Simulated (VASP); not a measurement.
A calculation with VASP 6.6.1 of Sc (ASE script, structure typed inline):

The input run.py:

```python
from ase import Atoms
from ase.calculators.vasp import Vasp
from ase.dft.bandgap import bandgap

atoms = Atoms(
    ['Sc'],
    cell=[[-1.9172054859, 1.9172054859, 1.717603], [1.9172054859, -1.9172054859, 1.717603], [1.9172054859, 1.9172054859, -1.717603]],
    scaled_positions=[[0.0, 0.0, 0.0]],
    pbc=True,
)
calc = Vasp(
    directory='calc',
    xc='pbe',
    pp='PBE',
    setups='recommended',
    prec='Accurate',
    encut=520,
    ediff=1e-06,
    ismear=0,
    sigma=0.02,
    lreal=False,
    lasph=True,
    nelm=60,
    algo='Fast',
    isif=2,
    lwave=False,
    lcharg=False,
    kpts=[10, 10, 10],
    gamma=True,
    nbands=12,
)
atoms.calc = calc

print('energy (eV):', atoms.get_potential_energy())
print('free energy (eV):', atoms.get_potential_energy(force_consistent=True))
print('forces (eV/A):')
print(atoms.get_forces())
print('stress (eV/A^3, Voigt):', atoms.get_stress())
print('Fermi level (eV):', calc.get_fermi_level())
gap, top, bottom = bandgap(calc)
print('band gap (eV):', gap, 'from (spin, k, band)', top, 'to', bottom)
```

Potentials or basis: VASP PAW PBE potentials, release 64 (Sc_sv).

Launch:

```bash
$ python run.py
```

This isn't the form of Sc at room conditions, which is hcp.

Question: Write the same calculation in another form: native input, structure from a POSCAR.

Answer: As run:

File INCAR:

```
SYSTEM = Sc
PREC = Accurate ; ENCUT = 520
EDIFF = 1E-7 ; ISMEAR = 0
SIGMA = 0.02 ; LREAL = .FALSE.
LASPH = .TRUE. ; NELM = 100
ALGO = Normal ; ISIF = 2
LWAVE = .FALSE. ; LCHARG = .FALSE.
GGA = PE
```

File KPOINTS:

```
regular mesh
0
G
  10 10 10
  0 0 0
```

File POSCAR:

```
Sc
3.2096
   -0.597334710213      0.597334710213      0.535145500997
    0.597334710213     -0.597334710213      0.535145500997
    0.597334710213      0.597334710213     -0.535145500997
Sc
1
Direct
    0.0000000000      0.0000000000      0.0000000000
```

Potentials or basis: VASP PAW PBE potentials, release 64 (Sc_sv).

Command:

```sh
$ cat potpaw_PBE.64/Sc_sv/POTCAR > POTCAR
$ mpirun -np 1 vasp_std > vasp.out
```

Both were run:

|  | ASE script, structure typed inline | native input, structure from a POSCAR |
| --- | --- | --- |
| Pressure | -0.8 GPa | -0.8 GPa |
| Band gap on the k mesh | none (metal or under the smearing width) | none (metal or under the smearing width) |

Keys that steer only the numerical path or the files written may differ.
